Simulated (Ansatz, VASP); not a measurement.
## One calculation of Si7Ni8, two programs

```
CELL_PARAMETERS angstrom
-6.10493 -0.02572 -0.01407
-3.04960 3.04977 -4.79185
-3.07702 -3.09641 -4.80632
ATOMIC_POSITIONS crystal
Si 0.64342 0.35694 0.79748
Si 0.19945 0.32024 0.83285
Si 0.68029 0.80207 0.35193
Si 0.15879 0.84123 0.31303
Si 0.09829 0.40664 0.43086
Si 0.06803 0.93219 0.90912
Si 0.59399 0.90208 0.93517
Ni 0.41228 0.58793 0.06842
Ni 0.92797 0.55963 0.10213
Ni 0.44092 0.07218 0.58899
Ni 0.89412 0.10600 0.56162
Ni 0.85077 0.65458 0.68685
Ni 0.29829 0.70172 0.65722
Ni 0.81700 0.18424 0.13959
Ni 0.34563 0.14976 0.19145
```

Alike in both runs: functional PBE; k mesh 3 × 3 × 3; occupations gaussian, width 0.1 eV; no spin polarisation.

Ansatz relaxed the structure, and its values are those at the end. VASP's run is a single point on that final structure, the one shown.

```csv
,VASP,Ansatz
version,VASP 6.6.1,Ansatz 0.2.0
potentials or method,"VASP PAW PBE potentials, release 64 (Si, Ni)","scalar-relativistic, plane waves, PAW"
plane-wave cutoff (eV),520,420
valence electrons in the cell,108,172
```

Ansatz gave:

| Property | Result |
| --- | --- |
| gap on the k mesh at the Fermi level (eV) | none |
| pressure (GPa) | -0.1 |
| rms of the force components (eV/Å) | 0.006 |

Problem. What did VASP give for the same quantities?

Solution. gap on the k mesh at the Fermi level (eV): none; pressure (GPa): 0.0; rms of the force components (eV/Å): 0.010.

A gap of «none» marks a metal or a gap that the smearing closes. The two sets of potentials don't hold the same shells in valence.

Caveats: the k mesh is coarse (spacing up to 0.41 Å⁻¹), so the values aren't converged. Spin polarisation is off, so any magnetic state and its effect on volume and gap are missing.
